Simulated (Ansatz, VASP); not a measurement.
## AlN: VASP beside Ansatz

```
Al N
1.0
     1.62304   -2.35341    0.00000
     1.62304    2.35341    0.00000
     0.00000    0.00000    5.19374
Al N
2 2
Direct
  0.97650 0.02350 0.00659
  0.62852 0.37148 0.50659
  0.99320 0.00680 0.37541
  0.61183 0.38817 0.87541
```

Alike in both runs: functional PBEsol; k mesh 9 × 9 × 7; no spin polarisation.

Ansatz relaxed the structure, and its values are those at the end. VASP's run is a single point on that final structure, the one shown.

|  | VASP | Ansatz |
| --- | --- | --- |
| version | VASP 6.6.1 | Ansatz 0.2.0 |
| potentials or method | VASP PAW PBE potentials, release 64 (Al, N) | scalar-relativistic, plane waves, PAW |
| plane-wave cutoff (eV) | 520 | 520 |
| occupations | gaussian, width 0.01 eV | fixed |
| valence electrons in the cell | 16 | 16 |

```csv
,VASP,Ansatz,Ansatz less VASP
gap on the k mesh at the Fermi level (eV),3.40,3.39,-0.012
least direct gap on the mesh (eV),3.40,3.39,-0.012
pressure (GPa),10.0,10.0,-0.02
rms of the force components (eV/Å),0.007,0.000,-0.0071
```

Caveats: the PAW data sets were made with another functional, which shifts forces and pressure a little (VASP); an odd mesh through Γ misses points on the zone boundary, where band edges often lie. A hybrid or GW would open this gap; PBEsol tends to underestimate it.
